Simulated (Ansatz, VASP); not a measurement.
# WS2 in two plane-wave programs

Aim: how closely do two programs agree when they are given the same cell, functional and k mesh? The structure shown is the start of the Ansatz relaxation below; VASP solves that cell, so the two are compared at the walk's first step.

Main program and level: Ansatz 0.2.0; plane waves, with VASP 6.6.1 beside it; single point at PBE.

### 1. Starting point

The cell holds 3 atoms: 1 W and 2 S. Cell: a = 3.232 Å, b = 3.232 Å, c = 30.184 Å, α = 90.0°, β = 90.0°, γ = 120.0°. Vacuum lies along c. The height across the vacuum is the one that the program set for its solve, not the one typed.

### 2. Ansatz: relaxation, PBE

Ansatz runs on its default PAW (the set named soft_2) files.

The two programs are compared at the cell with which this relaxation starts, whose forces are those of its first step.

The input, input.yaml:

```yaml
crystal:
  lattice:
    - [3.23168352, 0.0, 0.0]
    - [-1.61584176, 2.79872002, 0.0]
    - [0.0, 0.0, 19.130296]
  atoms:
    - { symbol: W, position: [0.0, 0.0, 0.5] }
    - { symbol: S, position: [0.66666667, 0.33333333, 0.41656653] }
    - { symbol: S, position: [0.66666667, 0.33333333, 0.58343347] }
  periodic: [true, true, false]
kpoints:
  mp_grid: { grid: [9, 9, 1] }
scf:
  occupations: { method: fermi_dirac, width: 0.05 }
hamiltonian:
  xc: pbe
  pseudopotentials: { kind: paw }
output:
  forces: true
  stress: true
relax:
  f_tol: 0.02
  max_steps: 50
  cell: {}
```

Launch:

```bash
ansatz run input.yaml --threads 4 --pin off --max-ram 8192MiB --backend cpu --events-out ev --progress --plain --runs-dir out
```

Numbers of over 12 decimals in the logs are rounded to 6 here.

Log:

```text
Warning: crystal.periodic: the lattice vector that does not repeat stood 0.000° off the slab's normal, 19.130 Å along it as the deck builds it. The run solves the slab on a vector along the normal, 30.184 Å long, with every atom where it was (on the deck's vector they left 15.94 Å outside them, and the widest stretch free of ions among them is 1.60 Å). A fractional position that the run reports is one of the run's ce [...]
crystal.periodic: the lattice vector that does not repeat stood 0.000° off the slab's normal, 19.130 Å along it as the deck builds it. The run solves the slab on a vector along the normal, 30.184 Å long, with every atom where it was (on the deck's vector they left 15.94 Å outside them, and the widest stretch free of ions among them is 1.60 Å). A fractional position that the run reports is one of the run's cell, which [...]
Engine: ansatz 0.2.0, aarch64-unknown-linux-gnu
Pseudopotentials: kind: paw
Pseudopotential: W, paw, valence charge 14, recommended cutoff 420 eV (normal), W.paw.azcp
Pseudopotential: S, paw, valence charge 6, recommended cutoff 420 eV (normal), S.paw.azcp
Functional definition: PBE
  parameter kappa = 0.804
  parameter beta = 0.066725
  exchange = pbe_x(kappa = kappa, mu = beta*pi^2/3)
  correlation = pbe_c(beta = beta)
Crystal: 3 atoms, lattice volume = 273.005 Å³
Basis set: ecut = 420 eV, 5453 PW (Γ), exchange–correlation on 48×48×432 points (8 copies of the dense FFT grid, shifted against one another)
Bands: 17, of which v1, the nominal top of the filled ones, is band 13 counted from 1 (12 counted from 0)
Symmetry: 12 space group operations
Space group: P-6m2 (ITA 187), of the structure as read, at distance tolerance 6.5e-5 Å
k-points: 12 of 81 (time reversal used)
Non-local potential: W, projectors of the file, l = 0: 3, l = 1: 2, l = 2: 2, l = 3: 1
Non-local potential: S, projectors of the file, l = 0: 2, l = 1: 2, l = 2: 2
PAW form: soft (Blöchl's): semilocal exchange-correlation on the pseudo side does not see the compensation charge
PAW one-centre angular grid: W, 590 points (default); XC on 64 Gauss nodes
PAW one-centre angular grid: S, 110 points (default); XC on 64 Gauss nodes
Initial density: superposition of atomic densities (neutral atoms: chi_scale 0, normalization atom), corrected by the library's trained network
Initial wavefunctions: pseudopotential atomic-orbital guess
Functional: x = pbe(κ = 0.804, μ = 0.219515), c = pbe(β = 0.066725)
SCF iter   1: F=—  HF=-12191.379942 eV  |F-HF|=—  |Δ(HF+E_count)|=         —  Δρ=2.37e-3  dr2=1.34e-2  ethr=1.77e-3  ⟨swp⟩=14.2  Hψ=1966  notcnv=0
preconditioner: auto → none  [insulator: Δε(μ)=1.728 eV  Ē_g=8.376 eV  σ=0.050 eV  W_gap=1.00  n_scr=16 (ndim 8)  ℏωp=9.5 eV  f_vac=0.765  D(μ)=0.00/eV (n_scr^D=0)  ε∞_Penn≈2.3]
[...]
SCF iter   5: F=—  HF=-12191.428346 eV  |F-HF|=—  |Δ(HF+E_count)|=   1.25e-4  Δρ=1.09e-4  dr2=1.59e-5  ethr=7.23e-7  ⟨swp⟩=3.2  Hψ=432  notcnv=0
SCF iter   6: F=—  HF=-12191.428346 eV  |F-HF|=—  |Δ(HF+E_count)|=   3.30e-7  Δρ=4.32e-5  dr2=2.87e-6  ethr=4.60e-8  ⟨swp⟩=3.3  Hψ=444  notcnv=0
SCF iter   7: F=-12191.428346 eV  HF=-12191.428346 eV  |F-HF|=9.43e-8  |Δ(HF+E_count)|=   3.73e-7  Δρ=5.08e-6  dr2=1.05e-7  ethr=8.67e-10  ⟨swp⟩=6.5  Hψ=1293  notcnv=0
SCF 2 converged in 7 iterations: F = -12191.428346 eV  dr2 = 1.05e-7
relax step   2: F+E_penalty+E_count = -12191.42834565 eV  Δ(F+E_penalty+E_count) = -3.982e-2 eV  max|allowed force component| = 4.198e-1 eV/Å  Δτ_max = 0.0456 Å  P = +0.903 N/m  Ω = 265.455 Å³  energy of the carried Pulay correction = +2.388e-4 eV  fix = [c, alpha, beta]  reactions: c +0.000 N/m  (7 SCF iters, dr2 threshold 3.00e-7 eV, accepted)
[...]
relax step   3: F+E_penalty+E_count = -12191.43635818 eV  Δ(F+E_penalty+E_count) = -8.013e-3 eV  max|allowed force component| = 7.449e-2 eV/Å  Δτ_max = 0.0269 Å  P = +0.229 N/m  Ω = 264.429 Å³  energy of the carried Pulay correction = +2.718e-4 eV  fix = [c, alpha, beta]  reactions: c +0.000 N/m  (6 SCF iters, dr2 threshold 3.00e-7 eV, accepted)
[...]
relax step   4: F+E_penalty+E_count = -12191.43703991 eV  Δ(F+E_penalty+E_count) = -6.817e-4 eV  max|allowed force component| = 3.762e-3 eV/Å  Δτ_max = 0.0064 Å  P = -0.063 N/m  Ω = 265.734 Å³  energy of the carried Pulay correction = +2.299e-4 eV  fix = [c, alpha, beta]  reactions: c -0.000 N/m  (5 SCF iters, dr2 threshold 3.00e-7 eV, accepted)
[...]
relax step   5: F+E_penalty+E_count = -12191.43705528 eV  Δ(F+E_penalty+E_count) = -1.537e-5 eV  max|allowed force component| = 1.061e-4 eV/Å  Δτ_max = 0.0002 Å  P = +0.000 N/m  Ω = 265.569 Å³  energy of the carried Pulay correction = +2.352e-4 eV  fix = [c, alpha, beta]  reactions: c +0.000 N/m  (4 SCF iters, dr2 threshold 5.62e-9 eV, accepted)
[...]
relax step   6: F+E_penalty+E_count = -12191.43681485 eV  Δ(F+E_penalty+E_count) = +2.404e-4 eV  max|allowed force component| = 2.111e-4 eV/Å  Δτ_max = 0.0000 Å  P = +0.001 N/m  Ω = 265.569 Å³  fix = [c, alpha, beta]  reactions: c +0.000 N/m  stress off target by 6.67e-4 N/m on what of the cell is left free  SCF on the basis re-selected at this cell (its energy is not comparable with the rows above)  (6 SCF iters)
basis re-selected at this cell: Δ(F+E_penalty+E_count) = +2.404e-4 eV, ΔP = +0.000 N/m vs the last step (what re-selecting the basis moved, of the pressure what is left beyond the Pulay correction that the steps carried, after the strain that the cell walked since its last selection, with what the two solves' SCF thresholds leave and, on support functions, any second-order correction that the steps lacked; it is no m [...]
SCF converged after 6 iterations
Free energy (F): -12191.436815 eV
Harris-Foulkes:  -12191.436815 eV  (|F-HF|=1.09e-11)
Internal energy: -12191.436815 eV  (E = F + TS)
E sigma→0 (E₀):  -12191.436815 eV
Fermi energy:    -4.807111 eV
--- Per-component energies (eV) ---
  E_band       = -622.374781
  E_kinetic    = 664.996078
  E_local      = -44066.094073  (includes V_loc(G=0)·N_el)
  E_nonlocal   = 57.243386
  E_hartree    = 21635.402847
  E_xc         = -461.628283
  E_vxc        = -414.304735  (∫ρ·V_xc dr)
  E_paw        = -9763.057035  (= ΣΔE_a)
  E_vpaw       = -135.020955  (= ΣTr[D̂ρ^β])
  E_aug_tail   = -0.000060  (compensation charges beyond the density's cutoff)
  E_ewald      = 19741.700325
  E_smearing   = -0.000000  (= −TS)
  E_closure    = -0.000000  (closes the sum)
  Σ components = -12191.436815   (vs F -12191.436815, Δ=0.00e0)
--- Forces (eV/Å), atoms counted from 1 ---
  atom   1  W      0.00000000    -0.00000000    -0.00000000
  atom   2  S      0.00000000     0.00000000    -0.00021115
  atom   3  S      0.00000000     0.00000000     0.00021115
  max |Σ_I F_I| component: 1.39e-17 eV/Å
--- 2D stress c σ (N/m, compression-positive) ---
        0.000667       0.000000       0.000000
        0.000000       0.000667       0.000000
        0.000000       0.000000       0.000000
  P = ½ c Tr σ = 0.0007 N/m
--- Relaxed structure (5 steps of the walk, 5 accepted, 1 SCFs on fresh bases) ---
  F+E_penalty+E_count = -12191.43681485 eV   max|allowed force component| = 2.111e-4 eV/Å   (the final SCF, on the basis selected at the relaxed cell)
  cell:  # Å, volume = 265.5690 Å³
    - [3.187366, 0.0, 0.0]
    - [-1.593683, 2.760339, 0.0]
    - [0.0, 0.0, 30.184428]
  atoms:
    - { symbol: W, position: [-2.0559685794388204e-17, 3.7007434429898756e-17, 0.316890] }
    - { symbol: S, position: [0.666667, 0.333333, 0.264837] }
    - { symbol: S, position: [0.666667, 0.333333, 0.368943] }
```

### 3. VASP: single point, PBE, start cell

The same cell, functional, mesh and smearing now go to VASP, with its own data sets.

Lines of VASP's logs that name or quote its potential files are left out, and so is its time.

The input, INCAR:

```
SYSTEM = WS2
PREC = Accurate
ENCUT = 520
EDIFF = 1E-06
NELM = 120
ISMEAR = -1
SIGMA = 0.05
LREAL = .FALSE.
ALGO = Normal
GGA = PE
NBANDS = 15
LASPH = .TRUE.
LORBIT = 11
LWAVE = .FALSE.
LCHARG = .FALSE.
ISIF = 2
LDIPOL = .TRUE.
IDIPOL = 3
DIPOL = 0.5 0.5 0.317
LVHAR = .TRUE.
GGA_COMPAT = .FALSE.
EFERMI = MIDGAP
NELMDL = -8
```

The input, POSCAR:

```
WS2
1.0
    3.2316840000      0.0000000000      0.0000000000
   -1.6158420000      2.7987200000      0.0000000000
    0.0000000000      0.0000000000     30.1844280000
W S
1 2
Direct
    0.0000000000      0.0000000000      0.3168901528
    0.6666666667      0.3333333333      0.2640116620
    0.6666666667      0.3333333333      0.3697686436
```

The input, KPOINTS:

```
Automatic mesh
0
Gamma
9 9 1
0 0 0
```

The projector-augmented-wave data sets are W and S (PBE family, release 64).

Launch:

```bash
mpirun -np 1 vasp_std
```

Log:

```text
[banner, memory and clock lines left out]
running    1 mpi-ranks, on    1 nodes
 distrk:  each k-point on    1 cores,    1 groups
 distr:  one band on    1 cores,    1 groups

 POSCAR found type information on POSCAR W S
 POSCAR found :  2 types and       3 ions
 LDA part: xc-table for (Slater+PW92), standard interpolation
 POSCAR, INCAR and KPOINTS ok, starting setup
 FFT: planning ... GRIDC
 FFT: planning ... GRID_SOFT
 FFT: planning ... GRID
 WAVECAR not read
 entering main loop
       N       E                     dE             d eps       ncg     rms          rms(c)
DAV:   1     0.134577935281E+03    0.13458E+03   -0.56621E+03   368   0.843E+02
DAV:   2    -0.711124170256E+01   -0.14169E+03   -0.13117E+03   628   0.157E+02
DAV:   3    -0.248905105548E+02   -0.17779E+02   -0.17647E+02   521   0.711E+01
DAV:   4    -0.252550601612E+02   -0.36455E+00   -0.36280E+00   488   0.127E+01
DAV:   5    -0.252638991534E+02   -0.88390E-02   -0.88369E-02   486   0.188E+00
DAV:   6    -0.252642961716E+02   -0.39702E-03   -0.39701E-03   503   0.414E-01
DAV:   7    -0.252643120928E+02   -0.15921E-04   -0.15921E-04   508   0.752E-02
DAV:   8    -0.252643130149E+02   -0.92207E-06   -0.92158E-06   470   0.177E-02    0.249E+01
DAV:   9    -0.239121722302E+02    0.13521E+01   -0.41101E+00   532   0.146E+01    0.106E+01
DAV:  10    -0.237748099323E+02    0.13736E+00   -0.13423E+00   479   0.955E+00    0.594E+00
DAV:  11    -0.236670871282E+02    0.10772E+00   -0.19752E-01   465   0.379E+00    0.853E-01
DAV:  12    -0.236667308149E+02    0.35631E-03   -0.33559E-02   514   0.124E+00    0.440E-01
DAV:  13    -0.236648664984E+02    0.18643E-02   -0.50778E-03   514   0.525E-01    0.147E-01
DAV:  14    -0.236646714363E+02    0.19506E-03   -0.61954E-04   486   0.186E-01    0.605E-02
[...]
DAV:  19    -0.236647759066E+02   -0.72746E-04   -0.11689E-05   409   0.127E-02    0.203E-03
DAV:  20    -0.236648026289E+02   -0.26722E-04   -0.80131E-07   436   0.453E-03    0.523E-03
DAV:  21    -0.236648222258E+02   -0.19597E-04   -0.76095E-07   352   0.286E-03    0.187E-03
DAV:  22    -0.236648304107E+02   -0.81849E-05   -0.32410E-07   377   0.183E-03    0.437E-04
DAV:  23    -0.236648362316E+02   -0.58210E-05   -0.17183E-07   376   0.126E-03    0.549E-04
DAV:  24    -0.236648385864E+02   -0.23548E-05   -0.62793E-08   369   0.764E-04    0.395E-04
DAV:  25    -0.236648406238E+02   -0.20374E-05   -0.58166E-08   355   0.630E-04    0.936E-05
DAV:  26    -0.236648411836E+02   -0.55978E-06   -0.91258E-09   355   0.287E-04
   1 F= -.23664841E+02 E0= -.23664841E+02  d E =-.383442E-08
```

OUTCAR, selected parts (step 3):

```text
ion  position               nearest neighbor table
   1  0.000  0.000  0.317-   2 2.46   3 2.46   2 2.46   3 2.46   2 2.46   3 2.46
   2  0.667  0.333  0.264-   1 2.46   1 2.46   1 2.46
   3  0.667  0.333  0.370-   1 2.46   1 2.46   1 2.46

  LATTYP: Found a hexagonal cell.
 ALAT       =     3.2316840000
 C/A-ratio  =     9.3401545448

 Subroutine GETGRP returns: Found 12 space group operations
 (whereof  6 operations were pure point group operations)

The static configuration has the point symmetry C_3v.
 The point group associated with its full space group is D_3h.

 Found     12 irreducible k-points:

   k-points           NKPTS =     12   k-points in BZ     NKDIM =     12   number of bands    NBANDS=     15

   dimension x,y,z NGX =    24 NGY =   24 NGZ =  224
   dimension x,y,z NGXF=    48 NGYF=   48 NGZF=  448

   ENCUT  =  520.0 eV  38.22 Ry    6.18 a.u.   6.01  6.01 56.12*2*pi/ulx,y,z

   NELECT =      18.0000    total number of electrons

 k-points in reciprocal lattice and weights: Automatic mesh
   0.00000000  0.00000000  0.00000000       0.012
   0.11111111  0.00000000  0.00000000       0.074
   0.22222222  0.00000000  0.00000000       0.074
   0.33333333  0.00000000  0.00000000       0.074
   0.44444444  0.00000000  0.00000000       0.074
   0.11111111  0.11111111  0.00000000       0.074
   0.22222222  0.11111111  0.00000000       0.148
   0.33333333  0.11111111  0.00000000       0.148
   0.44444444  0.11111111  0.00000000       0.074
   0.22222222  0.22222222  0.00000000       0.074
   0.33333333  0.22222222  0.00000000       0.148
   0.33333333  0.33333333  0.00000000       0.025

 dipolmoment           0.000000      0.000000     -0.000000 electrons x Angstroem

 average (electrostatic) potential at core
       1 -49.3661       2 -94.9106       3 -94.9106

 E-fermi :  -2.6002

 k-point     1 :       0.0000    0.0000    0.0000
  band No.  band energies     occupation
    ...
      5      -6.1630      2.00000
      6      -5.5079      2.00000
      7      -5.0199      2.00000
      8      -5.0199      2.00000
      9      -3.5187      2.00000
     10      -0.7266      0.00000
     11      -0.7266      0.00000
     12      -0.6411      0.00000
     13      -0.6411      0.00000
     14       1.3580      0.00000
    ...

 k-point     2 :       0.1111    0.0000    0.0000
  band No.  band energies     occupation
    ...
      5      -6.0584      2.00000
      6      -5.9836      2.00000
      7      -5.3034      2.00000
      8      -4.8213      2.00000
      9      -3.6357      2.00000
     10      -1.0210      0.00000
     11      -0.8567      0.00000
     12      -0.7936      0.00000
     13      -0.4026      0.00000
     14       1.8766      0.00000
    ...

 k-point     3 :       0.2222    0.0000    0.0000
  band No.  band energies     occupation
    ...
      5      -6.9105      2.00000
      6      -5.8771      2.00000
      7      -5.5271      2.00000
      8      -5.0193      2.00000
      9      -4.1275      2.00000
     10      -1.2929      0.00000
     11      -1.0487      0.00000
     12      -0.6240      0.00000
     13       0.2238      0.00000
     14       2.6036      0.00000
    ...

  Total       -2.3844142     -2.3844135     -2.6222376     -0.0000000      0.0000000      0.0000000
  in kB      -13.9933274    -13.9933230    -15.3890332     -0.0000000      0.0000000      0.0000000
  external PRESSURE =     -14.4585612 kB  Pullay stress =       0.0000000 kB

  energy-cutoff  :      520.00
  volume of cell :      273.01
      direct lattice vectors                 reciprocal lattice vectors
     3.231684000  0.000000000  0.000000000     0.309436195  0.178653099  0.000000000
    -1.615842000  2.798720000  0.000000000     0.000000000  0.357306197  0.000000000
     0.000000000  0.000000000 30.184428000     0.000000000  0.000000000  0.033129665

 POSITION                                       TOTAL-FORCE (eV/Angst)
 -----------------------------------------------------------------------------------
      0.00000      0.00000      9.56515        -0.000000      0.000000      0.000000
      1.61584      0.93291      7.96904         0.000000     -0.000000      0.813358
      1.61584      0.93291     11.16125         0.000000     -0.000000     -0.813358
 -----------------------------------------------------------------------------------
    total drift:                               -0.000000     -0.000002      0.000004

  FREE ENERGIE OF THE ION-ELECTRON SYSTEM (eV)
  ---------------------------------------------------
  free  energy   TOTEN  =       -23.6648411836 eV

  energy  without entropy=      -23.6648411798  energy(sigma->0) =      -23.66484118

 vacuum level on the upper side and lower side of the slab         2.240         2.240

 total charge
# of ion       s       p       d       tot
------------------------------------------
    1        0.537   0.648   4.111   5.296
    2        1.359   2.332   0.000   3.691
    3        1.359   2.332   0.000   3.691
--------------------------------------------------
tot          3.255   5.312   4.111  12.678

[... 3 further parts left out ...]
```

This run has no spin polarisation, so a moment on W, if there is one, isn't seen.

### 4. Differences

Known differences besides the potentials themselves: Ansatz cuts the interaction across the vacuum, VASP repeats the sheet with a dipole correction; the data sets hold 26 valence electrons in Ansatz (on its default PAW (the set named soft_2) files) and 18 in VASP; the cutoff is 420 eV in Ansatz and 520 eV in VASP. Total energies have different zeros and are not compared.

Forces (eV/Å; atoms numbered as in POSCAR):

```
atom        Ansatz x, y, z          VASP x, y, z
  W1   0.000, 0.000, 0.000   0.000, 0.000, 0.000
  S2   0.000, 0.000, 0.735   0.000, 0.000, 0.813
  S3  0.000, 0.000, -0.735  0.000, 0.000, -0.813
```

The forces differ by 37 meV/Å r.m.s., which is 9.6 % of the r.m.s. force of 0.383 eV/Å (both taken over all components). With vacuum in the cell, a pressure given here is an average over mostly empty space and none of the material.

### 5. Further runs

Further runs change the set-up of one program: Ansatz's method, potentials or start, or VASP's data sets, cutoff or form of LDA. The table gives that difference for each run.

```
                                                      run  r.m.s. force difference (meV/Å)
                                                 as above                               37
VASP with the data sets W_sv and S and a cutoff of 400 eV                              2.1
```

### 6. What came out

```
r.m.s. force difference (single point, PBE, start cell) : 9.6 % of the r.m.s. force
```

The r.m.s. force difference is 9.6 % of the r.m.s. force (single point, PBE, start cell), beyond the 3 % picked in this series as the mark of a large difference. The data sets hold unlike numbers of valence electrons (26 in Ansatz and 18 in VASP), so part of the differences comes from the potentials. Single point, PBE, start cell, VASP with the data sets W_sv and S and a cutoff of 400 eV: r.m.s. force difference goes from 37 to 2.1 meV/Å. 1 further run of this series is not shown here. Such differences can come from data sets, numerical settings and the points named under the comparisons, not from the functional's error against experiment.

[Lines on the potential files, build, host, timing and source positions are cut from VASP's logs without a mark.]

[Logs are printed without paths, hosts, clocks, repeated set-up lines and the standing remarks that a program may print on its own settings, such as how far it seeks lower states.]

[Hosts, paths, dates, database ids (printed as entryN), source tags and the programs' standing remarks are cut or masked in the printed files.]

[Rows of further runs with another cutoff or data set may stand on the cell that Ansatz relaxed, not on the start cell of the pair above them.]
